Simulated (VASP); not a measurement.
Wanted: the native input for a VASP 6.6.1 run.

```
Task                   : single point
Functional             : PBE
Dispersion             : D3(BJ)
Potentials or basis    : VASP PAW PBE potentials, release 64 (P)
Cutoff                 : 520 eV
k mesh                 : 9 × 9 × 1
Occupations            : gaussian, width 0.05 eV
Spin                   : no spin polarisation
Dipole correction      : yes
Further INCAR settings : ALGO = Normal; EDIFF = 1e-06; NBANDS = 18
```

The structure of P lies in POSCAR:

```
P
1.0
    3.2540552129      0.0000000000      0.0000000000
   -1.6270276064      2.8180944797      0.0000000000
    0.0000000000      0.0000000000     19.9904919088
P
4
Direct
    0.3333333333      0.6666666667      0.2873989285
    0.6666666667      0.3333333333      0.2251070169
    0.6666666667      1.3333333333      0.5152695569
    1.0000000000      1.0000000000      0.4529776454
```

The cell was built by a generator and needn't be a form met in nature.

The cell isn't the ideal one: upper layer slid by (4/6, 2/6) of the cell.

These files were run (other wordings do the same):

INCAR

```
ALGO = Normal ; DIPOL = 0.5 0.5 0.370
EDIFF = 1E-6 ; ENCUT = 520
GGA = PE ; IDIPOL = 3
ISIF = 2 ; ISMEAR = 0
IVDW = 12 ; LASPH = T
LCHARG = T ; LDIPOL = T
LELF = T ; LREAL = F
LVACPOTAV = T ; LVHAR = T
LWAVE = F ; NBANDS = 18
NELM = 60 ; PREC = Accurate
SIGMA = 0.05
```

KPOINTS

```
k-points
0
Gamma
  9 9 1
```

Potentials or basis: VASP PAW PBE potentials, release 64 (P).

The run is started by

```bash
$ cat potpaw_PBE.64/P/POTCAR > POTCAR
$ mpirun -np 1 vasp_std > vasp.out
```

It gave:

```
Largest force                          : 0.129 eV/Å
Band gap on the k mesh                 : 1.23 eV, indirect (least direct gap 1.81 eV)
Dispersion energy per atom             : -0.267 eV
Ionisation potential of the upper face : 5.61 eV
```

Wall time 49 s on 1 thread of Intel(R) Xeon(R) Platinum 8259CL CPU @ 2.50GHz (Skylake/Cascade Lake), with other jobs on the host, peak memory 0.27 GiB.
